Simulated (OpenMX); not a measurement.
## MoP under changes of volume

One of the cells (14.353 Å³/atom); the others are scaled copies at fixed shape and fractional positions:

```
CELL_PARAMETERS angstrom
3.22300 0.00000 0.00000
-1.61150 2.79120 0.00000
0.00000 0.00000 3.19100
ATOMIC_POSITIONS crystal
Mo 0.00000 0.00000 0.00000
P 0.33333 0.66667 0.50000
```

* Program: OpenMX 3.8.5
* Functional: PBE
* Potentials or basis: OpenMX 2013 PBE set, Mo7.0-s3p2d2, P7.0-s2p2d1f1, fixed grid of 35 × 35 × 40 points
* k mesh: 11 × 11 × 9
* Occupations: fermi-dirac, width 0.05 eV
* Spin: no spin polarisation

| volume (Å³/atom) | energy over the lowest point (meV/atom) | largest force (eV/Å) |
| --- | --- | --- |
| 13.492 | 80.78 | 0.008 |
| 13.779 | ? | ? |
| 14.066 | 20.78 | 0.007 |
| 14.353 | 6.10 | 0.007 |
| 14.640 | 0.00 | 0.006 |
| 14.927 | 1.81 | 0.006 |
| 15.214 | 10.89 | 0.006 |

Q: What does the run at 13.779 Å³/atom give?

A: Energy over the lowest point 45.30 meV/atom; largest force 0.007 eV/Å.

Worked out: A Birch-Murnaghan fit of order 3 (a polynomial in V^(-2/3)) to the other rows has its minimum at 14.71 Å³/atom with B0 = V·E''(V) = 220 GPa and B' = 4.3 at fixed shape and positions, which overstates the stiffness. It gives 45.39 meV/atom at 13.779 Å³/atom, against the run's 45.30.

Energies are extrapolated to zero smearing.

Caveats: the basis of atomic orbitals isn't converged, which shifts pressures, moduli and gaps.
